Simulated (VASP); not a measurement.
Input of a VASP 6.6.1 run:

INCAR

```
ALGO = Normal
EDIFF = 1E-6
EDIFFG = -0.01
ENCUT = 600
IBRION = 2
ISIF = 3
ISMEAR = 1
LASPH = T
LCHARG = F
LREAL = F
LWAVE = F
NELM = 80
NSW = 90
PREC = Accurate
SIGMA = 0.1
```

File KPOINTS:

```
k-points
0
Gamma
  15 15 9
```

File POSCAR:

```
Ru
1.0
    2.7058000000      0.0000000000      0.0000000000
   -1.3529000000      2.3432915376      0.0000000000
    0.0000000000      0.0000000000      4.2819000000
Ru
2
Direct
    0.3333333333      0.6666666667      0.2500000000
    0.6666666667      0.3333333333      0.7500000000
```

Potentials or basis: VASP PAW LDA potentials, release 64 (Ru_pv).

Run with:

```sh
$ cat potpaw_LDA.64/Ru_pv/POTCAR > POTCAR
$ mpirun -np 1 vasp_std > vasp.out
```

(1) What does it give for the space group after relaxing (to 0.05 Å)?

(2) What does it give for the band gap on the k mesh?

(3) Estimate the relaxed cell.

(4) Predict the relaxed volume.

Answers

(1) P6_3/mmc (No. 194).

(2) none (metal or under the smearing width).

(3) a = 2.675 Å, b = 2.675 Å, c = 4.234 Å, α = 90.00°, β = 90.00°, γ = 120.00°.

(4) 13.12 Å³/atom.
